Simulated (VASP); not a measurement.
# Sc (I4/mmm) in VASP: notebook

Runs on Sc. Level: PBE. Tasks: single point.

Program: VASP 6.6.1. These are calculated values, not measurements. Logs are shortened: lines on timing, memory, paths and dates and some standing lists are left out, and cuts for length are marked.

## 1. Starting point

Symmetry: I4/mmm, No. 139, tetragonal system. Conventional cell: a = 3.834 Å, b = 3.834 Å, c = 3.435 Å, α = 90.00°, β = 90.00°, γ = 90.00°. Sc (site symmetry 4/mmm) is surrounded by 10 Sc at 3.21 to 3.44 Å.

This isn't the form of Sc at room conditions, which is hcp.

## 2. Single point, PBE

run.py

```python
from ase import Atoms
from ase.calculators.vasp import Vasp
from ase.dft.bandgap import bandgap

atoms = Atoms(
    ['Sc'],
    cell=[[-1.9172054859, 1.9172054859, 1.717603], [1.9172054859, -1.9172054859, 1.717603], [1.9172054859, 1.9172054859, -1.717603]],
    scaled_positions=[[0.0, 0.0, 0.0]],
    pbc=True,
)
calc = Vasp(
    directory='calc',
    xc='pbe',
    pp='PBE',
    setups='gw',
    prec='Accurate',
    encut=550,
    ediff=1e-06,
    ismear=0,
    sigma=0.02,
    lreal=False,
    lasph=True,
    nelm=100,
    algo='Normal',
    isif=2,
    lwave=False,
    lcharg=True,
    lelf=True,
    lvhar=True,
    kpts=[10, 10, 10],
    gamma=True,
    nbands=12,
)
atoms.calc = calc

print('energy (eV):', atoms.get_potential_energy())
print('free energy (eV):', atoms.get_potential_energy(force_consistent=True))
print('forces (eV/A):')
print(atoms.get_forces())
print('stress (eV/A^3, Voigt):', atoms.get_stress())
print('Fermi level (eV):', calc.get_fermi_level())
gap, top, bottom = bandgap(calc)
print('band gap (eV):', gap, 'from (spin, k, band)', top, 'to', bottom)
```

Potentials or basis: VASP PAW PBE potentials, release 64 (Sc_sv_GW).

The run is started by

```console
python run.py
```

Standard output:

```text
energy (eV): -8.58525179
free energy (eV): -8.58551914
forces (eV/A):
[[0. 0. 0.]]
stress (eV/A^3, Voigt): [ 0.01061956  0.01061956  0.00653576 -0.         -0.         -0.        ]
Fermi level (eV): 5.83892755
band gap (eV): 0.0 from (spin, k, band) (None, None, None) to (None, None, None)
```

OUTCAR:

```text
ENCUT = 550.000000
   EDIFF = 1.00e-06
   GGA = PE
   PREC = Accurate
   ISIF = 2
   ISMEAR = 0
   NELM = 100
   LASPH = .TRUE.
   LREAL = .FALSE.

 ion  position               nearest neighbor table
   1  0.000  0.000  0.000-

  LATTYP: Found a body centered tetragonal cell.
 ALAT       =     3.8344109718
 C/A-ratio  =     0.8958888406

  Lattice vectors:

 A1 = (  -1.9172054859,   1.9172054859,   1.7176030000)
 A2 = (   1.9172054859,  -1.9172054859,   1.7176030000)
 A3 = (   1.9172054859,   1.9172054859,  -1.7176030000)

Analysis of symmetry for initial positions (statically):
=====================================================================
 Subroutine PRICEL returns:
 Original cell was already a primitive cell.

 Routine SETGRP: Setting up the symmetry group for a
 body centered tetragonal supercell.

 Subroutine GETGRP returns: Found 16 space group operations
 (whereof 16 operations were pure point group operations)
 out of a pool of 16 trial point group operations.

The static configuration has the point symmetry D_4h.

Analysis of symmetry for dynamics (positions and initial velocities):
=====================================================================
 Subroutine PRICEL returns:
 Original cell was already a primitive cell.

 Routine SETGRP: Setting up the symmetry group for a
 body centered tetragonal supercell.

 Subroutine GETGRP returns: Found 16 space group operations
 (whereof 16 operations were pure point group operations)
 out of a pool of 16 trial point group operations.

The dynamic configuration has the point symmetry D_4h.

 Subroutine INISYM returns: Found 16 space group operations
 (whereof 16 operations are pure point group operations),
 and found     1 'primitive' translations

[... 162 lines left out ...]
  ext. energy  EPLUGINS =         0.00000000
  ---------------------------------------------------
  free energy    TOTEN  =        -8.58551914 eV

  energy without entropy =       -8.58498445  energy(sigma->0) =       -8.58525179

 E-fermi :   5.8389     XC(G=0):  -9.7771

 val. band max:        5.8376126684   @ k =  -0.2000  -0.4000   0.1000
 cond. band min:       5.8521753830   @ k =  -0.4000   0.4000   0.1000
 fundamental gap:      0.0145627146
 Fermi energy:         5.8389275476

 k-point     1 :       0.0000    0.0000    0.0000
  band No.  band energies     occupation
      1     -43.8077      2.00000
      2     -22.2285      2.00000
      3     -22.2285      2.00000
      4     -22.2006      2.00000
      5       0.6621      2.00000
      6       6.8545      0.00000
      7       7.5412      0.00000
      8       7.5412      0.00000
      9       8.1760      0.00000
     10       8.9504      0.00000
     11      19.1049      0.00000
     12      19.1049      0.00000
[... 571 lines left out ...]
 k-point    40 :       0.5000    0.2000    0.1000
  band No.  band energies     occupation
      1     -43.7548      2.00000
      2     -22.5059      2.00000
      3     -22.3345      2.00000
      4     -22.2744      2.00000
      5       4.1442      2.00000
      6       5.7784      1.99998
      7       6.1250      0.00000
      8       8.6580      0.00000
      9       8.7624      0.00000
     10      10.2527      0.00000
     11      13.9686      0.00000
     12      15.1381      0.00000

 [... further k-points ...]

------------------------ aborting loop because EDIFF is reached ----------------------------------------

  FORCE on cell =-STRESS in cart. coord.  units (eV):
  Direction    XX          YY          ZZ          XY          YZ          ZX
  --------------------------------------------------------------------------------------
  -------------------------------------------------------------------------------------
  Total       -0.2681800     -0.2681800     -0.1650501      0.0000000      0.0000000      0.0000000
  in kB      -17.0144075    -17.0144075    -10.4714358      0.0000000      0.0000000      0.0000000
  external PRESSURE =     -14.8334170 kB  Pullay stress =       0.0000000 kB

 VOLUME and BASIS-vectors are now :
 -----------------------------------------------------------------------------
  energy-cutoff  :      550.00
  volume of cell :       25.25
      direct lattice vectors                 reciprocal lattice vectors
    -1.917205486  1.917205486  1.717603000     0.000000000  0.260796249  0.291103357
     1.917205486 -1.917205486  1.717603000     0.260796249  0.000000000  0.291103357
     1.917205486  1.917205486 -1.717603000     0.260796249  0.260796249  0.000000000

 POSITION                                       TOTAL-FORCE (eV/Angst)
 -----------------------------------------------------------------------------------
      0.00000      0.00000      0.00000         0.000000      0.000000      0.000000
 -----------------------------------------------------------------------------------
    total drift:                               -0.000000     -0.000000      0.000000

  FREE ENERGIE OF THE ION-ELECTRON SYSTEM (eV)
  ---------------------------------------------------
  free  energy   TOTEN  =        -8.5855191383 eV

  energy  without entropy=       -8.5849844455  energy(sigma->0) =       -8.58525179
```

INCAR:

```text
ENCUT = 550.000000
SIGMA = 0.020000
EDIFF = 1.00e-06
ALGO = Normal
GGA = PE
PREC = Accurate
ISIF = 2
ISMEAR = 0
NBANDS = 12
NELM = 100
LASPH = .TRUE.
LCHARG = .TRUE.
LELF = .TRUE.
LVHAR = .TRUE.
LWAVE = .FALSE.
LREAL = .FALSE.
```

Wall time 29 s (1 thread of Intel Xeon 6975P-C (Granite Rapids), shared host); peak memory 0.18 GiB.

Results:

```
Free energy            : -8.5855 eV
Pressure               : -1.5 GPa
Band gap on the k mesh : none (metal or under the smearing width)
```

Stress tensor (GPa, compression positive):
```
-1.70  0.00  0.00
 0.00 -1.70  0.00
 0.00  0.00 -1.05
```

Levels at points of the mesh, in eV from the Fermi level:
```tsv
k point	band 1	band 2	band 3	band 4	band 5	band 6	band 7	band 8	band 9	band 10
(0.00, 0.00, 0.00)	-49.65	-28.07	-28.07	-28.04	-5.18	1.02	1.70	1.70	2.34	3.11
(0.50, 0.00, 0.00)	-49.59	-28.42	-28.19	-28.08	-1.69	0.06	0.63	2.74	3.45	4.02
(0.50, 0.50, 0.00)	-49.59	-28.43	-28.13	-28.05	-1.83	0.06	0.86	2.24	2.87	3.97
(0.50, 0.50, 0.50)	-49.55	-28.34	-28.34	-28.24	-1.27	-1.06	3.72	3.72	3.86	5.22
```

## 3. Single point, PBE

INCAR

```
SYSTEM = Sc
PREC     = Accurate       ! precision mode
ENCUT    = 520            ! plane-wave cutoff, eV
EDIFF    = 1E-6           ! SCF threshold, eV
ISMEAR   = 0              ! smearing method
SIGMA    = 0.05           ! smearing width, eV
LREAL    = .False.        ! projectors in reciprocal space
LASPH    = .True.         ! aspherical terms in the spheres
NELM     = 80             ! most SCF steps
ALGO     = Fast           ! electronic algorithm
ISIF     = 2              ! what is computed and relaxed
LWAVE    = .False.        ! write WAVECAR
LCHARG   = .False.        ! write CHGCAR
GGA      = PE             ! functional
```

KPOINTS

```
Automatic mesh
0
Gamma
  10 10 10
  0 0 0
```

POSCAR

```
Sc
3.2096
   -0.597334710213      0.597334710213      0.535145500997
    0.597334710213     -0.597334710213      0.535145500997
    0.597334710213      0.597334710213     -0.535145500997
Sc
1
Direct
    0.0000000000      0.0000000000      0.0000000000
```

Potentials or basis: VASP PAW PBE potentials, release 64 (Sc_sv).

The run is started by

```console
cat potpaw_PBE.64/Sc_sv/POTCAR > POTCAR
mpirun -np 1 vasp_std > vasp.out
```

OUTCAR:

```text
SYSTEM = Sc
   PREC = Accurate
   ENCUT = 520
   EDIFF = 1E-6
   ISMEAR = 0
   LREAL = .False.
   LASPH = .True.
   NELM = 80
   ISIF = 2
   GGA = PE

 ion  position               nearest neighbor table
   1  0.000  0.000  0.000-

  LATTYP: Found a body centered tetragonal cell.
 ALAT       =     3.8344109718
 C/A-ratio  =     0.8958888406

  Lattice vectors:

 A1 = (  -1.9172054859,   1.9172054859,   1.7176030000)
 A2 = (   1.9172054859,  -1.9172054859,   1.7176030000)
 A3 = (   1.9172054859,   1.9172054859,  -1.7176030000)

Analysis of symmetry for initial positions (statically):
=====================================================================
 Subroutine PRICEL returns:
 Original cell was already a primitive cell.

 Routine SETGRP: Setting up the symmetry group for a
 body centered tetragonal supercell.

 Subroutine GETGRP returns: Found 16 space group operations
 (whereof 16 operations were pure point group operations)
 out of a pool of 16 trial point group operations.

The static configuration has the point symmetry D_4h.

Analysis of symmetry for dynamics (positions and initial velocities):
=====================================================================
 Subroutine PRICEL returns:
 Original cell was already a primitive cell.

 Routine SETGRP: Setting up the symmetry group for a
 body centered tetragonal supercell.

 Subroutine GETGRP returns: Found 16 space group operations
 (whereof 16 operations were pure point group operations)
 out of a pool of 16 trial point group operations.

The dynamic configuration has the point symmetry D_4h.

 Subroutine INISYM returns: Found 16 space group operations
 (whereof 16 operations are pure point group operations),
 and found     1 'primitive' translations

----------------------------------------------------------------------------------------

                                     Primitive cell

  volume of cell :      25.2534

  direct lattice vectors                    reciprocal lattice vectors
    -1.917205486  1.917205486  1.717603000     0.000000000  0.260796249  0.291103357
     1.917205486 -1.917205486  1.717603000     0.260796249  0.000000000  0.291103357
     1.917205486  1.917205486 -1.717603000     0.260796249  0.260796249  0.000000000

  length of vectors
     3.209597142  3.209597142  3.209597142     0.390839927  0.390839927  0.368821593

  position of ions in fractional coordinates (direct lattice)
     0.000000000  0.000000000  0.000000000

  ion indices of the primitive-cell ions
   primitive index   ion index
                 1           1

----------------------------------------------------------------------------------------

 KPOINTS: Automatic mesh

Automatic generation of k-mesh.
 Grid dimensions read from file:
 generate k-points for:   10   10   10

 Generating k-lattice:

  Cartesian coordinates                     Fractional coordinates (reciprocal lattice)
     0.000000000  0.026079625  0.029110336     0.100000000  0.000000000  0.000000000
     0.026079625  0.000000000  0.029110336     0.000000000  0.100000000  0.000000000
     0.026079625  0.026079625  0.000000000     0.000000000  0.000000000  0.100000000

  Length of vectors
     0.039083993  0.039083993  0.036882159

  Shift w.r.t. Gamma in fractional coordinates (k-lattice)
     0.000000000  0.000000000  0.000000000

 Subroutine IBZKPT returns following result:
 ===========================================

 Found    102 irreducible k-points:

 Following reciprocal coordinates:
            Coordinates               Weight
  0.000000  0.000000  0.000000      1.000000
  0.100000  0.000000 -0.000000      8.000000
  0.200000  0.000000 -0.000000      8.000000
  0.300000  0.000000  0.000000      8.000000
  0.400000  0.000000  0.000000      8.000000
  0.500000  0.000000  0.000000      4.000000
[... 16 lines left out ...]
  0.300000  0.300000  0.000000      8.000000
  0.400000  0.300000  0.000000     16.000000
 [... further k-points ...]
   k-points           NKPTS =    102   k-points in BZ     NKDIM =    102   number of bands    NBANDS=      9
   number of dos      NEDOS =    301   number of ions     NIONS =      1
   total plane-waves  NPLWV =  13824
   dimension x,y,z NGX =    24 NGY =   24 NGZ =   24
   dimension x,y,z NGXF=    48 NGYF=   48 NGZF=   48
   ions per type =               1
   NGX,Y,Z   is equivalent  to a cutoff of  12.43, 12.43, 12.43 a.u.
   NGXF,Y,Z  is equivalent  to a cutoff of  24.86, 24.86, 24.86 a.u.
 SYSTEM =  Sc
   PREC   = accura    normal or accurate (medium, high low for compatibility)
   ISTART =      0    job   : 0-new  1-cont  2-samecut
   ICHARG =      2    charge: 1-file 2-atom 10-const
   ISPIN  =      1    spin polarized calculation?
   LNONCOLLINEAR =      F non collinear calculations
   LSORBIT =      F    spin-orbit coupling
   LASPH  =      T    aspherical Exc in radial PAW
   ENCUT  =  520.0 eV  38.22 Ry    6.18 a.u.   5.97  5.97  5.97*2*pi/ulx,y,z
   NELM   =     80;   NELMIN=  2; NELMDL= -5     # of ELM steps
   EDIFF  = 0.1E-05   stopping-criterion for ELM
   LREAL  =      F    real-space projection
   EDIFFG = 0.1E-04   stopping-criterion for IOM
   NSW    =      0    number of steps for IOM
   IBRION =     -1    ionic relax: 0-MD 1-quasi-New 2-CG
   NFREE  =      0    steps in history (QN), initial steepest desc. (CG)
   ISIF   =      2    stress and relaxation
   ISYM   =      2    0-nonsym 1-usesym 2-fastsym
   POTIM  = 0.5000    time-step for ionic-motion
   TEBEG  =    0.0;   TEEND  =   0.0 temperature during run
   PSTRESS=    0.0 pullay stress
   NELECT =      11.0000    total number of electrons
   NUPDOWN=      -1.0000    fix difference up-down
   EMIN   =  10.00;   EMAX   =-10.00  energy-range for DOS
   EFERMI =   0.00;   METHOD = LEGACY
   ISMEAR =     0;   SIGMA  =   0.05  broadening in eV -4-tet -1-fermi 0-gaus
   EFERMI_NEDOS =   21; number of points for ismear=-14 and -15
   IALGO  =     68    algorithm
   IMIX   =      4    mixing-type and parameters
     AMIX     =   0.40;   BMIX     =  1.00
     AMIX_MAG =   1.60;   BMIX_MAG =  1.00
  volume/ion in A,a.u.               =      25.25       170.42
  Fermi-wavevector in a.u.,A,eV,Ry     =   1.240983  2.345117 20.953486  1.540038
  Thomas-Fermi vector in A             =   2.375400
   LORBIT       =      0    0 simple, 1 ext, 2 COOP (PROOUT), +10 PAW based schemes
   GGA     = PE    functional components
   LHFCALC =     F    Hartree Fock is set to
   AEXX    =    0.0000 exact exchange contribution
   IVDW    =     0    specifies the selected vdW correction
   LEPSILON=     F    determine dielectric tensor
   LRPA    =     F    only Hartree local field effects (RPA)
 non-spin polarized calculation
 RMM-DIIS sequential band-by-band and
 Gauss-broadening in eV      SIGMA  =   0.05
  energy-cutoff  :      520.00
  volume of cell :       25.25
 maximum number of plane-waves:       700
   NGX = 11   NGY = 11   NGZ = 11

 number of electron      11.0000004 magnetization

 Free energy of the ion-electron system (eV)
  ---------------------------------------------------
  ext. energy  EPLUGINS =         0.00000000
  ---------------------------------------------------
  free energy    TOTEN  =        -6.14038938 eV

  energy without entropy =       -6.13719411  energy(sigma->0) =       -6.13879174

 E-fermi :   3.6441     XC(G=0):  -9.7842

 val. band max:        3.6437238797   @ k =  -0.2000  -0.4000   0.1000
 cond. band min:       3.6583767074   @ k =  -0.4000   0.4000   0.1000
 fundamental gap:      0.0146528277
 Fermi energy:         3.6440834923

 k-point     1 :       0.0000    0.0000    0.0000
  band No.  band energies     occupation
      1     -45.9975      2.00000
      2     -24.4282      2.00000
      3     -24.4282      2.00000
      4     -24.3995      2.00000
      5      -1.5373      2.00000
      6       4.6591      0.00000
      7       5.3466      0.00000
      8       5.3466      0.00000
      9       5.9827      0.00000
[... 265 lines left out ...]
 k-point    24 :       0.4000    0.3000    0.0000
  band No.  band energies     occupation
      1     -45.9343      2.00000
      2     -24.6996      2.00000
      3     -24.6258      2.00000
      4     -24.4649      2.00000
      5       2.9001      2.00000
      6       3.4195      2.00000
      7       3.7514      0.00241
      8       6.4312      0.00000
      9       6.6066      0.00000

 [... further k-points ...]

------------------------ aborting loop because EDIFF is reached ----------------------------------------

  FORCE on cell =-STRESS in cart. coord.  units (eV):
  Direction    XX          YY          ZZ          XY          YZ          ZX
  --------------------------------------------------------------------------------------
  -------------------------------------------------------------------------------------
  Total       -0.1775411     -0.1775411     -0.0502411      0.0000000      0.0000000     -0.0000000
  in kB      -11.2639184    -11.2639184     -3.1874974      0.0000000      0.0000000     -0.0000000
  external PRESSURE =      -8.5717781 kB  Pullay stress =       0.0000000 kB

 VOLUME and BASIS-vectors are now :
 -----------------------------------------------------------------------------
  energy-cutoff  :      520.00
  volume of cell :       25.25
      direct lattice vectors                 reciprocal lattice vectors
    -1.917205486  1.917205486  1.717603000     0.000000000  0.260796249  0.291103357
     1.917205486 -1.917205486  1.717603000     0.260796249  0.000000000  0.291103357
     1.917205486  1.917205486 -1.717603000     0.260796249  0.260796249  0.000000000

 POSITION                                       TOTAL-FORCE (eV/Angst)
 -----------------------------------------------------------------------------------
      0.00000      0.00000      0.00000         0.000000      0.000000     -0.000000
 -----------------------------------------------------------------------------------
    total drift:                                0.000000      0.000000      0.000000

  FREE ENERGIE OF THE ION-ELECTRON SYSTEM (eV)
  ---------------------------------------------------
  free  energy   TOTEN  =        -6.1403893750 eV

  energy  without entropy=       -6.1371941098  energy(sigma->0) =       -6.13879174
```

Run time: 35 s. Hardware: 1 thread of Intel Xeon Platinum 8175M at 2.50GHz (Skylake/Cascade Lake), shared host; peak memory 0.15 GiB.

Results:

| Item | Value |
| --- | --- |
| Free energy | -6.1404 eV |
| Pressure | -0.9 GPa |
| Band gap on the k mesh | none (metal or under the smearing width) |

Stress tensor (GPa, compression positive):
```
-1.13  0.00  0.00
 0.00 -1.13  0.00
 0.00  0.00 -0.32
```

## 4. The reference run

An earlier run on the cell as given: functional PBE; potentials or basis VASP PAW PBE potentials, release 64 (Sc_sv); cutoff 520 eV; k mesh 10 × 10 × 10; occupations fermi-dirac, width 0.05 eV; no spin polarisation.

- Pressure: -0.8 GPa
- Band gap on the k mesh: none (metal or under the smearing width)

## 5. Overview

| potentials or basis | cutoff (eV) | smearing | gap on the mesh (eV) | pressure (GPa) |
| --- | --- | --- | --- | --- |
| VASP PAW PBE potentials, release 64 (Sc_sv_GW) | 550 | gaussian 0.02 eV | none | -1.5 |
| VASP PAW PBE potentials, release 64 (Sc_sv) | 520 | gaussian 0.05 eV | none | -0.9 |
| VASP PAW PBE potentials, release 64 (Sc_sv) | 520 | fermi-dirac 0.05 eV | none | -0.8 |

Alike in all rows: task single point; level PBE; no spin polarisation; cell as given; k mesh 10 × 10 × 10.

Absolute energies hang on the potentials; compare differences alone.
